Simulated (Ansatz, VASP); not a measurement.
## Rh in VASP and in Ansatz

INCAR

```
SYSTEM = Rh
ALGO = Fast
EDIFF = 1E-7
ENCUT = 520
GGA = PE
ISIF = 2
ISMEAR = 0
LASPH = .True.
LCHARG = .True.
LELF = .True.
LREAL = .False.
LVHAR = .True.
LWAVE = .False.
NBANDS = 14
NELM = 80
PREC = Accurate
SIGMA = 0.15
```

KPOINTS

```
k-points
0
Gamma
  22 22 22
  0 0 0
```

File POSCAR:

```
Rh
1.0
    0.0000000000      2.1780854310      1.4804446675
    2.1780854310      0.0000000000      1.4804446675
    2.1780854310      2.1780854310      0.0000000000
Rh
1
Direct
    0.0000000000      0.0000000000      0.0000000000
```

Input for Ansatz:

```yaml
crystal:
  lattice:
    - [0.0, 2.178085431, 1.4804446675]
    - [2.178085431, 0.0, 1.4804446675]
    - [2.178085431, 2.178085431, 0.0]
  atoms:
    - { symbol: Rh, position: [0.0, 0.0, 0.0] }
basis:
  ecutwfc: 420
kpoints:
  mp_grid: { grid: [22, 22, 22] }
hamiltonian:
  xc: pbe
  pseudopotentials: { kind: paw, azcp: { folder: soft_1 } }
scf:
  occupations: { method: gaussian, width: 0.15 }
output:
  forces: true
  stress: true
  eigenvalues: true
```

Alike in both runs: task single point; functional PBE; k mesh 22 × 22 × 22; occupations gaussian, width 0.15 eV; no spin polarisation.

|  | VASP | Ansatz |
| --- | --- | --- |
| version | VASP 6.6.1 | Ansatz 0.2.0 |
| potentials or method | VASP PAW PBE potentials, release 64 (Rh_pv) | scalar-relativistic, plane waves, PAW |
| plane-wave cutoff (eV) | 520 | 420 |
| valence electrons in the cell | 15 | 17 |

|  | VASP | Ansatz | Ansatz less VASP |
| --- | --- | --- | --- |
| gap on the k mesh at the Fermi level (eV) | none | none | - |
| pressure (GPa) | 7.3 | 7.3 | +0.01 |
| largest component of the traceless stress (GPa) | 7.46 | 7.56 | +0.099 |

A gap of «none» marks a metal or a gap that the smearing closes. The two sets of potentials don't hold the same shells in valence.
